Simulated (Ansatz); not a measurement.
Reaction (formal exchange of groups at the Se–C bond): `C[Se]C(F)(F)F` + `[Cl][InH2]` → `C[Se][InH][Cl]` + `FC(F)F`

Program: Ansatz. Geometries: PBE0-D4/def2-TZVP. ΔE: electronic, gas phase. CCSD(T)/CBS is the MP2 limit (def2-TZVPP, def2-QZVPP) plus CCSD(T) − MP2 in def2-TZVPP, frozen cores. This one scheme is used for every species. Functionals use def2-TZVPP. HSE06 is defined as in plane-wave codes. def2 core potentials past Kr. For In, Se outer-core shells are correlated without core-valence functions, which leaves a few kJ/mol of doubt a bond. Scalar relativity is left out up to krypton. Each species was taken in one conformer, which may not be the lowest.

**Question.** Is it downhill or uphill in electronic energy at CCSD(T)/CBS, and by how much? (Best estimate.)

**Answer.** Ansatz gave: Downhill: ΔE = -1.78 eV.

**Question.** What do these levels give: revPBE-D4, BLYP-D4, r2SCAN-D4, B97M-V, PBE0-D4, r2SCANh-D4, HSE06-D4, CAM-B3LYP-D4, HSE06, BHLYP, CCSD(T)/def2-SVP, CCSD/CBS(def2)? (Best estimate.)

**Answer.** Computed: revPBE-D4 -1.57, BLYP-D4 -1.62, r2SCAN-D4 -1.64, B97M-V -1.55, PBE0-D4 -1.70, r2SCANh-D4 -1.67, HSE06-D4 -1.70, CAM-B3LYP-D4 -1.63, HSE06 -1.69, BHLYP -1.76, CCSD(T)/def2-SVP -1.76, CCSD/CBS(def2) -1.79 eV.

Largest T1 diagnostic among the species: 0.014.

From BLYP to BHLYP (50 % exact exchange), in def2-TZVPP and without D4, ΔE moves by −0.13 eV. Leaving LDA and LC-ωPBE aside and taking each functional with its dispersion term where it has one, the values, not all of them listed here, spread over 0.25 eV, from BHLYP-D4 to B97M-V. LDA lies +0.09 eV from PBE without D4. In def2-TZVPP, CCSD(T) changes the Hartree–Fock value by +0.14 eV (the triples alone add +0.02 eV) and MP2 by +0.05 eV.
